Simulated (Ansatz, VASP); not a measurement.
## NaF in VASP and in Ansatz

Contents of INCAR:

```
SYSTEM = NaF
ALGO = Normal
EDIFF = 1E-6
ENCUT = 520
GGA = PE
ISIF = 2
ISMEAR = 0
LASPH = .TRUE.
LCHARG = .FALSE.
LREAL = .FALSE.
LWAVE = .FALSE.
NBANDS = 14
NELM = 60
PREC = Accurate
SIGMA = 0.05
```

KPOINTS

```
k-points
0
G
  8 8 8
  0 0 0
```

POSCAR

```
NaF
1.0
    0.0000000000      2.2884505000      2.3581495000
    2.2884505000      0.0000000000      2.3581495000
    2.2884505000      2.2884505000      0.0000000000
Na F
1 1
Direct
    0.0000000000      0.0000000000      0.0000000000
    0.5000000000      0.5000000000      0.5000000000
```

Input for Ansatz:

```yaml
crystal:
  lattice:
    - [0.0, 2.2884505, 2.3581495]
    - [2.2884505, 0.0, 2.3581495]
    - [2.2884505, 2.2884505, 0.0]
  atoms:
    - { symbol: Na, position: [0.0, 0.0, 0.0] }
    - { symbol: F, position: [0.5, 0.5, 0.5] }
basis:
  ecutwfc: 420
kpoints:
  mp_grid: { grid: [8, 8, 8] }
hamiltonian:
  xc: pbe
scf:
  occupations: { method: gaussian, width: 0.05 }
output:
  forces: true
  stress: true
  eigenvalues: true
```

Change from the starting cell: strain -0.015 along x and y, +0.015 along z, atoms carried along.

Alike in both runs: task single point; functional PBE; k mesh 8 × 8 × 8; occupations gaussian, width 0.05 eV; no spin polarisation.

```csv
,VASP,Ansatz
version,VASP 6.6.1,Ansatz 0.2.0
potentials or method,"VASP PAW PBE potentials, release 64 (Na_pv, F)","scalar-relativistic, plane waves, PAW"
plane-wave cutoff (eV),520,420
valence electrons in the cell,14,16
```

|  | VASP | Ansatz | Ansatz less VASP |
| --- | --- | --- | --- |
| gap on the k mesh at the Fermi level (eV) | 6.34 | 6.35 | +0.017 |
| least direct gap on the mesh (eV) | 6.34 | 6.35 | +0.017 |
| pressure (GPa) | 2.5 | 2.6 | +0.12 |
| largest component of the traceless stress (GPa) | 1.76 | 1.71 | -0.054 |

With one functional, cell and mesh, what is left measures potentials, basis and numerics. The two sets of potentials don't hold the same shells in valence.
